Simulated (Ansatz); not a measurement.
A sublattice moved along a line in ScAl$_{3}$

The calculation used DFT PBEsol, scalar-relativistic, plane waves, PAW (Ansatz). The runs took a 420 eV cutoff, a Γ-centred 12×12×12 mesh and Gaussian smearing (0.15 eV). No spin polarisation. Energies are free energies at this smearing, counted from the undisturbed cell; pressure is positive in compression.

The undisturbed cell (relaxed at this level; it needn't be the usual structure):

```
CELL_PARAMETERS angstrom
4.07130 0.00000 0.00000
0.00000 4.07130 0.00000
0.00000 0.00000 4.07130
ATOMIC_POSITIONS crystal
Sc 0.00000 0.00000 0.00000
Al 0.50000 0.00000 0.50000
Al 0.00000 0.50000 0.50000
Al 0.50000 0.50000 0.00000
```

Every Al atom is moved by x along the Cartesian unit vector (0.707, 0.707, 0.000); the cell and all other atoms stay fixed. The cell is metallic on the mesh throughout.

| x (Å) | ΔE (meV/cell) |
| --- | --- |
| -0.3000 | 453.7 |
| -0.1500 | 111.4 |
| 0.0000 | 0.0 |
| 0.0375 | 6.9 |
| 0.0750 | 27.7 |
| 0.1125 | 62.5 |
| 0.1875 | 174.7 |
| 0.2250 | 252.6 |
| 0.2625 | 345.4 |

By symmetry 0.3000 repeats -0.3000, -0.2250 repeats 0.2250, 0.1500 repeats -0.1500, -0.0750 repeats 0.0750 in energy, with the opposite slope along the path.